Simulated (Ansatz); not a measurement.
**Zn/BN/Cu under bias**

Wanted: I(V) for Zn/BN/Cu. The lower electrode is Zn hcp(0001), the upper one Cu fcc(111); the barrier is BN zinc blende(111) (whole bilayers). In the first transport cell, after relaxation, the nearest pair of electrode and barrier is Zn–N at 2.60 Å, at a slant, too long for a bond, at the lower face and Cu–B at 2.48 Å, at a slant, at the upper one. A gap without bonds adds to the barrier. All share a net of side 2.66 Å, which strains the lower electrode by +0.0 %, the upper one by +3.6 % and the barrier by +3.6 %, against typed lattice constants near PBE's. The first steps treat the bulk electrodes alone.

Program: Ansatz 0.2.0. Level of theory: PBE DFT, plane waves, PAW files, in the first sound run; inputs show where later runs differ. Results are calculated unless marked as measured.

**1. The structure**

It takes space group P6_3/mmc (No. 194, hexagonal). The conventional cell has a = 2.660 Å, b = 2.660 Å, c = 4.950 Å, α = 90.00°, β = 90.00°, γ = 120.00°. Nearest to Zn lie 12 Zn at 2.66 to 2.91 Å.

Structure file:

```cif
data_structure
_symmetry_space_group_name_H-M 'P6_3/mmc'
_symmetry_Int_Tables_number 194
_cell_length_a 2.6600
_cell_length_b 2.6600
_cell_length_c 4.9500
_cell_angle_alpha 90.000
_cell_angle_beta 90.000
_cell_angle_gamma 120.000
_cell_volume 30.33
loop_
_atom_site_label
_atom_site_type_symbol
_atom_site_symmetry_multiplicity
_atom_site_Wyckoff_symbol
_atom_site_fract_x
_atom_site_fract_y
_atom_site_fract_z
_atom_site_occupancy
Zn1 Zn 2 d 0.33333 0.66667 0.75000 1
```

**2. The strained electrode, 2 atoms, electrode Zn hcp(0001)**

The electrode is held to the junction's net and relaxed along the normal; its spacing is used for the ideal lead layers.

The input, input.yaml:

```yaml
crystal:
  lattice:
    - [2.66, 0.0, 0.0]
    - [-1.33, 2.3036275741, 0.0]
    - [0.0, 0.0, 4.95]
  atoms:
    - { symbol: Zn, position: [0.0, 0.0, 0.0] }
    - { symbol: Zn, position: [0.3333333333, 0.6666666667, 0.5] }
kpoints:
  mp_grid: { grid: [18, 18, 6] }
scf:
  occupations: { method: fermi_dirac, width: 0.1 }
  max_iter: 150
hamiltonian:
  xc: pbe
relax:
  f_tol: 0.01
  max_steps: 40
  cell: { fix: [a, b, angles] }
```

Run with:

```console
$ ansatz run input.yaml --threads 4 --pin off --max-ram 16384MiB --backend cpu --events-out ev --progress --plain --runs-dir out
```

Numbers of over 12 decimals in the logs are rounded to 6 here.

The program printed:

```text
Engine: ansatz 0.2.0, aarch64-unknown-linux-gnu
Pseudopotentials: kind: paw
Pseudopotential: Zn, paw, valence charge 12, recommended cutoff 420 eV (normal), Zn.paw.azcp
Functional definition: PBE
  parameter kappa = 0.804
  parameter beta = 0.066725
  exchange = pbe_x(kappa = kappa, mu = beta*pi^2/3)
  correlation = pbe_c(beta = beta)
Crystal: 2 atoms, lattice volume = 30.332 Å³
Basis set: ecut = 420 eV, 611 PW (Γ), exchange–correlation on 36×36×72 points (8 copies of the dense FFT grid, shifted against one another)
Bands: 16, of which v1, the nominal top of the filled ones, is band 12 counted from 1 (11 counted from 0)
Symmetry: 24 space group operations
Space group: P63/mmc (ITA 194), of the structure as read, at distance tolerance 3.1e-5 Å
k-points: 148 of 1944
Non-local potential: Zn, projectors of the file, l = 0: 2, l = 1: 2, l = 2: 3, l = 3: 1
PAW form: soft (Blöchl's): semilocal exchange-correlation on the pseudo side does not see the compensation charge
PAW one-centre angular grid: Zn, 590 points (default); XC on 64 Gauss nodes
Initial density: superposition of atomic densities (neutral atoms: chi_scale 0, normalization atom), corrected by the library's trained network
Initial wavefunctions: pseudopotential atomic-orbital guess
Functional: x = pbe(κ = 0.804, μ = 0.219515), c = pbe(β = 0.066725)
SCF iter   1: F=—  HF=-6638.063219 eV  |F-HF|=—  |Δ(HF+E_count)|=         —  Δρ=1.18e-3  dr2=2.74e-4  ethr=1.77e-3  ⟨swp⟩=5.0  Hψ=11716  notcnv=0
preconditioner: auto → none  [metal: Δε(μ)=0.087 eV  Ē_g=13.110 eV  σ=0.100 eV  W_gap=0.21  n_scr=4 (ndim 8)  ℏωp=33.0 eV  f_vac=0.000  D(μ)=0.47/eV (n_scr^D=2)  sad-step TF]
SCF iter   2: F=—  HF=-6638.063379 eV  |F-HF|=—  |Δ(HF+E_count)|=   1.60e-4  Δρ=7.62e-4  dr2=1.27e-4  ethr=1.14e-6  ⟨swp⟩=2.3  Hψ=5413  notcnv=0
SCF iter   3: F=—  HF=-6638.063384 eV  |F-HF|=—  |Δ(HF+E_count)|=   5.47e-6  Δρ=4.53e-4  dr2=3.41e-5  ethr=5.31e-7  ⟨swp⟩=2.0  Hψ=4147  notcnv=0
SCF iter   4: F=—  HF=-6638.063378 eV  |F-HF|=—  |Δ(HF+E_count)|=   5.67e-6  Δρ=1.38e-4  dr2=3.40e-6  ethr=1.42e-7  ⟨swp⟩=2.1  Hψ=4062  notcnv=0
iter 5 did not close the SCF: its close was put off for the readings that it lacked (scf_convergence_deferred on its scf_iter line)
SCF iter   5: F=-6638.063377 eV  HF=-6638.063377 eV  |F-HF|=8.59e-9  |Δ(HF+E_count)|=   1.10e-6  Δρ=1.42e-5  dr2=2.23e-8  ethr=1.41e-8  ⟨swp⟩=2.0  Hψ=3896  notcnv=0
SCF iter   6: F=-6638.063377 eV  HF=-6638.063377 eV  |F-HF|=4.03e-8  |Δ(HF+E_count)|=   2.70e-8  Δρ=1.49e-5  dr2=3.59e-8  ethr=9.30e-11  ⟨swp⟩=2.7  Hψ=9511  notcnv=0
SCF 1 converged in 6 iterations: F = -6638.063377 eV  dr2 = 3.59e-8
  greatest PAW one-centre occupation: 0.981 electrons in one spin orbital (limit 2), on the Zn atom at site 1 (counted from 0), in its partial waves of l = 2
relax step   1: F+E_penalty+E_count = -6638.06337735 eV  Δ(F+E_penalty+E_count) = +0.000e0 eV  max|allowed force component| = 2.868e-16 eV/Å  Δτ_max = 0.0000 Å  P = -0.062 GPa  Ω = 30.332 Å³  fix = [a, b, alpha, beta, gamma]  reactions: a -0.860, b -0.860 GPa  (6 SCF iters, dr2 threshold 1.00e-7 eV, accepted)
Crystal: 2 atoms, lattice volume = 30.648 Å³
Basis set: ecut = 420 eV, 623 PW (Γ), exchange–correlation on 36×36×72 points (8 copies of the dense FFT grid, shifted against one another)
Initial density: handed on by an earlier stage of this run
Initial wavefunctions: those handed on with the density
iter 1 solved again at ethr=8.99e-7 eV; its pass at ethr=3.10e-3 eV (dr2=2.16e-4 eV) is discarded
SCF iter   1: F=—  HF=-6638.065606 eV  |F-HF|=—  |Δ(HF+E_count)|=         —  Δρ=8.61e-4  dr2=1.99e-4  ethr=8.99e-7  ⟨swp⟩=2.2  Hψ=16079  notcnv=0
preconditioner: auto → none  [metal: Δε(μ)=0.045 eV  Ē_g=13.064 eV  σ=0.100 eV  W_gap=0.11  n_scr=4 (ndim 8)  ℏωp=32.9 eV  f_vac=0.000  D(μ)=0.47/eV (n_scr^D=2)]
SCF iter   2: F=—  HF=-6638.065560 eV  |F-HF|=—  |Δ(HF+E_count)|=   4.59e-5  Δρ=4.34e-4  dr2=2.72e-5  ethr=8.27e-7  ⟨swp⟩=2.0  Hψ=3925  notcnv=0
SCF iter   3: F=—  HF=-6638.065544 eV  |F-HF|=—  |Δ(HF+E_count)|=   1.64e-5  Δρ=1.50e-4  dr2=7.32e-6  ethr=1.13e-7  ⟨swp⟩=2.0  Hψ=4044  notcnv=0
SCF iter   4: F=—  HF=-6638.065542 eV  |F-HF|=—  |Δ(HF+E_count)|=   1.51e-6  Δρ=3.58e-5  dr2=3.27e-7  ethr=3.05e-8  ⟨swp⟩=2.1  Hψ=4092  notcnv=0
SCF iter   5: F=-6638.065542 eV  HF=-6638.065542 eV  |F-HF|=1.36e-9  |Δ(HF+E_count)|=   4.99e-8  Δρ=4.64e-6  dr2=5.92e-9  ethr=8.33e-10  ⟨swp⟩=4.2  Hψ=8401  notcnv=0
SCF 2 converged in 5 iterations: F = -6638.065542 eV  dr2 = 5.92e-9
relax step   2: F+E_penalty+E_count = -6638.06554210 eV  Δ(F+E_penalty+E_count) = -2.165e-3 eV  max|allowed force component| = 2.405e-16 eV/Å  Δτ_max = 0.0000 Å  P = -0.628 GPa  Ω = 30.648 Å³  energy of the carried Pulay correction = -2.288e-4 eV  fix = [a, b, alpha, beta, gamma]  reactions: a -1.387, b -1.387 GPa  (5 SCF iters, dr2 threshold 2.00e-7 eV, accepted)
Crystal: 2 atoms, lattice volume = 31.083 Å³
iter 1 solved again at ethr=1.76e-6 eV; its pass at ethr=3.10e-3 eV (dr2=4.22e-4 eV) is discarded
SCF iter   1: F=—  HF=-6638.066503 eV  |F-HF|=—  |Δ(HF+E_count)|=         —  Δρ=1.15e-3  dr2=3.75e-4  ethr=1.76e-6  ⟨swp⟩=2.2  Hψ=16191  notcnv=0
preconditioner: auto → none  [metal: Δε(μ)=0.020 eV  Ē_g=12.993 eV  σ=0.100 eV  W_gap=0.05  n_scr=4 (ndim 8)  ℏωp=32.6 eV  f_vac=0.000  D(μ)=0.46/eV (n_scr^D=2)]
SCF iter   2: F=—  HF=-6638.066419 eV  |F-HF|=—  |Δ(HF+E_count)|=   8.38e-5  Δρ=5.95e-4  dr2=5.21e-5  ethr=1.56e-6  ⟨swp⟩=2.0  Hψ=3927  notcnv=0
SCF iter   3: F=—  HF=-6638.066387 eV  |F-HF|=—  |Δ(HF+E_count)|=   3.18e-5  Δρ=2.01e-4  dr2=1.40e-5  ethr=2.17e-7  ⟨swp⟩=2.0  Hψ=4042  notcnv=0
SCF iter   4: F=—  HF=-6638.066384 eV  |F-HF|=—  |Δ(HF+E_count)|=   2.97e-6  Δρ=5.03e-5  dr2=7.17e-7  ethr=5.83e-8  ⟨swp⟩=2.1  Hψ=4086  notcnv=0
SCF iter   5: F=-6638.066384 eV  HF=-6638.066384 eV  |F-HF|=2.29e-9  |Δ(HF+E_count)|=   6.38e-8  Δρ=6.97e-6  dr2=1.40e-8  ethr=8.33e-10  ⟨swp⟩=4.4  Hψ=8551  notcnv=0
SCF 3 converged in 5 iterations: F = -6638.066384 eV  dr2 = 1.40e-8
  greatest PAW one-centre occupation: 0.982 electrons in one spin orbital (limit 2), on the Zn atom at site 1 (counted from 0), in its partial waves of l = 2
relax step   3: F+E_penalty+E_count = -6638.06638408 eV  Δ(F+E_penalty+E_count) = -8.420e-4 eV  max|allowed force component| = 1.388e-17 eV/Å  Δτ_max = 0.0000 Å  P = -1.315 GPa  Ω = 31.083 Å³  energy of the carried Pulay correction = -5.406e-4 eV  fix = [a, b, alpha, beta, gamma]  reactions: a -1.949, b -1.949 GPa  (5 SCF iters, dr2 threshold 2.00e-7 eV, accepted)
Initial wavefunctions: pseudopotential atomic-orbital guess (no wavefunctions were taken with the density)
iter 1 solved again at ethr=1.67e-7 eV; its pass at ethr=3.10e-3 eV (dr2=4.02e-5 eV) is discarded
SCF iter   1: F=—  HF=-6638.066775 eV  |F-HF|=—  |Δ(HF+E_count)|=         —  Δρ=3.47e-4  dr2=9.50e-7  ethr=1.67e-7  ⟨swp⟩=3.1  Hψ=18635  notcnv=0
preconditioner: auto → none  [metal: Δε(μ)=0.021 eV  Ē_g=12.977 eV  σ=0.100 eV  W_gap=0.05  n_scr=4 (ndim 8)  ℏωp=32.6 eV  f_vac=0.000  D(μ)=0.46/eV (n_scr^D=2)]
SCF iter   2: F=—  HF=-6638.066890 eV  |F-HF|=—  |Δ(HF+E_count)|=   1.15e-4  Δρ=1.82e-4  dr2=7.25e-7  ethr=3.96e-9  ⟨swp⟩=2.0  Hψ=3990  notcnv=0
SCF iter   3: F=—  HF=-6638.066923 eV  |F-HF|=—  |Δ(HF+E_count)|=   3.35e-5  Δρ=6.35e-5  dr2=1.59e-7  ethr=3.02e-9  ⟨swp⟩=2.0  Hψ=4004  notcnv=0
SCF iter   4: F=—  HF=-6638.066927 eV  |F-HF|=—  |Δ(HF+E_count)|=   3.91e-6  Δρ=9.97e-6  dr2=1.11e-9  ethr=6.62e-10  ⟨swp⟩=2.0  Hψ=4011  notcnv=0
SCF iter   5: F=-6638.066927 eV  HF=-6638.066927 eV  |F-HF|=1.82e-12  |Δ(HF+E_count)|=   1.22e-7  Δρ=2.29e-7  dr2=9.76e-12  ethr=1.00e-12  ⟨swp⟩=5.0  Hψ=13447  notcnv=0
SCF 4 converged in 5 iterations: F = -6638.066927 eV  dr2 = 9.76e-12
relax step   4: F+E_penalty+E_count = -6638.06692746 eV  Δ(F+E_penalty+E_count) = -5.434e-4 eV  max|allowed force component| = 4.626e-17 eV/Å  Δτ_max = 0.0000 Å  P = -1.313 GPa  Ω = 31.083 Å³  fix = [a, b, alpha, beta, gamma]  reactions: a -1.948, b -1.948 GPa  stress off target by 4.26e-2 GPa on what of the cell is left free  SCF on the basis re-selected at this cell (its energy is not comparable with the rows above)  (5 SCF iters)
basis re-selected at this cell: Δ(F+E_penalty+E_count) = -5.434e-4 eV, ΔP = +0.002 GPa vs the last step (what re-selecting the basis moved, of the pressure what is left beyond the Pulay correction that the steps carried, after the strain that the cell walked since its last selection, with what the two solves' SCF thresholds leave and, on support functions, any second-order correction that the steps lacked; it is no m [...]
SCF converged after 5 iterations
Free energy (F): -6638.066927 eV
Harris-Foulkes:  -6638.066927 eV  (|F-HF|=1.82e-12)
Internal energy: -6638.052137 eV  (E = F + TS)
E sigma→0 (E₀):  -6638.059532 eV
Entropy (-TS):   -0.014790 eV (-7.395 meV/atom)
Fermi energy:    10.695131 eV
--- Per-component energies (eV) ---
  E_band       = 90.718664
  E_kinetic    = 261.613336
  E_local      = -3107.720650  (includes V_loc(G=0)·N_el)
  E_nonlocal   = 1221.099518
  E_hartree    = 1302.134606
  E_xc         = -275.204950
  E_vxc        = -104.929515  (∫ρ·V_xc dr)
  E_paw        = -3649.664258  (= ΣΔE_a)
  E_vpaw       = -783.612742  (= ΣTr[D̂ρ^β])
  E_aug_tail   = -0.000691  (compensation charges beyond the density's cutoff)
  E_ewald      = -2390.309048
  E_smearing   = -0.014790  (= −TS)
  E_closure    = -0.000000  (closes the sum)
  Σ components = -6638.066927   (vs F -6638.066927, Δ=0.00e0)
--- Forces (eV/Å), atoms counted from 1 ---
  atom   1  Zn    -0.00000000    -0.00000000     0.00000000
  atom   2  Zn    -0.00000000     0.00000000     0.00000000
  max |Σ_I F_I| component: 3.70e-17 eV/Å
--- Stress (GPa, compression-positive) ---
       -1.948164      -0.000000       0.000000
        0.000000      -1.948164       0.000000
        0.000000       0.000000      -0.042605
  P = ⅓ Tr σ = -1.3130 GPa (-13.130 kbar)
--- Relaxed structure (3 steps of the walk, 3 accepted, 1 SCFs on fresh bases) ---
  F+E_penalty+E_count = -6638.06692746 eV   max|allowed force component| = 4.626e-17 eV/Å   (the final SCF, on the basis selected at the relaxed cell)
  cell:  # Å, volume = 31.0830 Å³
    - [2.660000, 0, 0.0]
    - [-1.330000, 2.303628, 0.0]
    - [0.0, 0.0, 5.072581]
  atoms:
    - { symbol: Zn, position: [9.251858539620039e-18, -5.088522196306338e-17, 0.0] }
    - { symbol: Zn, position: [0.333333, 0.666667, 0.5] }
```

The job ended after 4 s (4 threads of Arm Neoverse V1, shared host; peak memory 0.37 GiB; 15 s of CPU time).

The steps of the relaxation:

| step | energy less that of the first step (eV) | largest force component (eV/Å) | pressure (GPa) | volume (Å³) |
| --- | --- | --- | --- | --- |
| 1 | 0.0000 | 0.0000 | -0.06 | 30.33 |
| 2 | -0.0022 | 0.0000 | -0.63 | 30.65 |
| 3 | -0.0030 | 0.0000 | -1.32 | 31.08 |
| 4* | -0.0035 | 0.0000 | -1.31 | 31.08 |

Relaxation steps marked * repeat the geometry before them on a plane-wave basis chosen anew for their cell, so energy and pressure can jump there.

The run keeps the 24 symmetry operations that it works with, so distortions that break them were not tested.

| conventional cell, symmetrised | before | after | change |
| --- | --- | --- | --- |
| a (Å) | 2.660 | 2.660 | +0.0 % |
| b (Å) | 2.660 | 2.660 | +0.0 % |
| c (Å) | 4.950 | 5.073 | +2.5 % |
| volume (Å³/atom) | 15.17 | 15.54 | +2.5 % |

Final coordinates:

```xyz
2
Lattice="2.6600 0.0000 0.0000 -1.3300 2.3036 0.0000 0.0000 0.0000 5.0726" Properties=species:S:1:pos:R:3 pbc="T T T"
Zn    0.0000    0.0000    0.0000
Zn    0.0000    1.5358    2.5363
```

Numbers from this step:

| Quantity | Value |
| --- | --- |
| free energy | -6638.0669 eV |
| Fermi energy | 10.70 eV |
| pressure | -1.313 GPa |

The cell grew by 2.5 % in volume.

**3. The strained electrode, 3 atoms, electrode Cu fcc(111)**

System of this step: Cu. The structure is trigonal, space group R-3m (No. 166). The conventional cell has a = 2.660 Å, b = 2.660 Å, c = 6.128 Å, α = 90.00°, β = 90.00°, γ = 120.00°. Cu has 12 Cu at 2.56 to 2.66 Å nearest.

The electrode is held to the junction's net and relaxed along the normal; its spacing is used for the ideal lead layers.

input.yaml, the sections that differ from step 2:

```yaml
crystal:
  lattice:
    - [2.66, 0.0, 0.0]
    - [-1.33, 2.3036275741, 0.0]
    - [0.0, 0.0, 6.1275356324]
  atoms:
    - { symbol: Cu, position: [0.0, 0.0, 0.0] }
    - { symbol: Cu, position: [0.3333333333, 0.6666666667, 0.3333333333] }
    - { symbol: Cu, position: [0.6666666667, 0.3333333333, 0.6666666667] }
kpoints:
  mp_grid: { grid: [18, 18, 5] }
# scf, hamiltonian, relax: as in step 2
```

The program printed:

```text
[...]
Crystal: 3 atoms, lattice volume = 37.547 Å³
Basis set: ecut = 420 eV, 747 PW (Γ), exchange–correlation on 36×36×90 points (8 copies of the dense FFT grid, shifted against one another)
Bands: 35, of which v1, the nominal top of the filled ones, is band 29 counted from 1 (28 counted from 0)
Symmetry: 36 space group operations
[...]
k-points: 165 of 1620
[...]
SCF iter   1: F=—  HF=-19875.470413 eV  |F-HF|=—  |Δ(HF+E_count)|=         —  Δρ=7.31e-4  dr2=4.80e-5  ethr=1.77e-3  ⟨swp⟩=5.0  Hψ=18827  notcnv=0  defer=58
[...]
SCF iter   6: F=-19875.470784 eV  HF=-19875.470784 eV  |F-HF|=3.31e-10  |Δ(HF+E_count)|=  5.82e-11  Δρ=1.74e-6  dr2=8.53e-10  ethr=5.82e-11  ⟨swp⟩=2.3  Hψ=17618  notcnv=0
SCF 1 converged in 6 iterations: F = -19875.470784 eV  dr2 = 8.53e-10
[...]
relax step   1: F+E_penalty+E_count = -19875.47078352 eV  Δ(F+E_penalty+E_count) = +0.000e0 eV  max|allowed force component| = 5.161e-27 eV/Å  Δτ_max = 0.0000 Å  P = -5.230 GPa  Ω = 37.547 Å³  fix = [a, b, alpha, beta, gamma]  reactions: a -7.782, b -7.782 GPa  (6 SCF iters, dr2 threshold 1.00e-7 eV, accepted)
Crystal: 3 atoms, lattice volume = 37.539 Å³
[...]
SCF iter   6: F=-19875.470796 eV  HF=-19875.470796 eV  |F-HF|=7.28e-12  |Δ(HF+E_count)|=  1.82e-11  Δρ=1.21e-7  dr2=3.60e-12  ethr=1.00e-12  ⟨swp⟩=1.9  Hψ=13124  notcnv=0
SCF 2 converged in 6 iterations: F = -19875.470796 eV  dr2 = 3.60e-12
relax step   2: F+E_penalty+E_count = -19875.47079557 eV  Δ(F+E_penalty+E_count) = -1.205e-5 eV  max|allowed force component| = 1.282e-27 eV/Å  Δτ_max = 0.0000 Å  P = -5.201 GPa  Ω = 37.539 Å³  energy of the carried Pulay correction = +6.565e-6 eV  fix = [a, b, alpha, beta, gamma]  reactions: a -7.765, b -7.765 GPa  (6 SCF iters, dr2 threshold 4.00e-8 eV, accepted)
Crystal: 3 atoms, lattice volume = 37.527 Å³
[...]
SCF iter   6: F=-19875.470807 eV  HF=-19875.470807 eV  |F-HF|=7.28e-12  |Δ(HF+E_count)|=  4.73e-11  Δρ=1.84e-7  dr2=8.93e-12  ethr=1.00e-12  ⟨swp⟩=2.0  Hψ=14837  notcnv=0
SCF 3 converged in 6 iterations: F = -19875.470807 eV  dr2 = 8.93e-12
relax step   3: F+E_penalty+E_count = -19875.47080724 eV  Δ(F+E_penalty+E_count) = -1.167e-5 eV  max|allowed force component| = 7.892e-29 eV/Å  Δτ_max = 0.0000 Å  P = -5.160 GPa  Ω = 37.527 Å³  energy of the carried Pulay correction = +1.552e-5 eV  fix = [a, b, alpha, beta, gamma]  reactions: a -7.740, b -7.740 GPa  (6 SCF iters, dr2 threshold 1.33e-8 eV, accepted)
[...]
SCF iter   8: F=-19875.470790 eV  HF=-19875.470790 eV  |F-HF|=3.64e-12  |Δ(HF+E_count)|=  3.64e-12  Δρ=3.94e-10  dr2=2.90e-17  ethr=1.00e-12  ⟨swp⟩=1.7  Hψ=13693  notcnv=0
SCF 4 converged in 8 iterations: F = -19875.470790 eV  dr2 = 2.90e-17
relax step   4: F+E_penalty+E_count = -19875.47079024 eV  Δ(F+E_penalty+E_count) = +1.701e-5 eV  max|allowed force component| = 4.314e-29 eV/Å  Δτ_max = 0.0000 Å  P = -5.159 GPa  Ω = 37.527 Å³  fix = [a, b, alpha, beta, gamma]  reactions: a -7.740, b -7.740 GPa  stress off target by 1.75e-3 GPa on what of the cell is left free  SCF on the basis re-selected at this cell (its energy is not comparable with the rows above)  (8 SCF iters)
basis re-selected at this cell: Δ(F+E_penalty+E_count) = +1.701e-5 eV, ΔP = +0.001 GPa vs the last step (what re-selecting the basis moved, of the pressure what is left beyond the Pulay correction that the steps carried, after the strain that the cell walked since its last selection, with what the two solves' SCF thresholds leave and, on support functions, any second-order correction that the steps lacked; it is no m [...]
SCF converged after 8 iterations
Free energy (F): -19875.470790 eV
[...]
Internal energy: -19875.441785 eV  (E = F + TS)
E sigma→0 (E₀):  -19875.456288 eV
Entropy (-TS):   -0.029005 eV (-9.668 meV/atom)
Fermi energy:    15.601186 eV
[...]
--- Stress (GPa, compression-positive) ---
       -7.739588      -0.000000      -0.000000
       -0.000000      -7.739588       0.000000
       -0.000000       0.000000       0.001747
  P = ⅓ Tr σ = -5.1591 GPa (-51.591 kbar)
--- Relaxed structure (3 steps of the walk, 3 accepted, 1 SCFs on fresh bases) ---
[...]
cell:  # Å, volume = 37.5266 Å³
    - [2.660000, 0, 0]
    - [-1.330000, 2.303628, 0]
    - [0, 0, 6.124139]
  atoms:
    - { symbol: Cu, position: [0, 0, 0] }
    - { symbol: Cu, position: [0.333333, 0.666667, 0.333333] }
    - { symbol: Cu, position: [0.666667, 0.333333, 0.666667] }
```

Run time: 10 s. Hardware: 4 threads; peak memory 0.46 GiB; 39 s of CPU time.

Little changed from the start: no atom moved by 0.005 Å and no cell edge by 0.1 %.

This step gave:

| Quantity | Value |
| --- | --- |
| free energy | -19875.4708 eV |
| Fermi energy | 15.60 eV |
| pressure | -5.159 GPa |

(Continued in part 2 of 5.)

[Logs are printed without paths, hosts, clocks, repeated set-up lines and the standing remarks that a program may print on its own settings, such as how far it seeks lower states.]

[Hosts, paths, dates, database ids (printed as entryN), source tags and the programs' standing remarks are cut or masked in the printed files.]
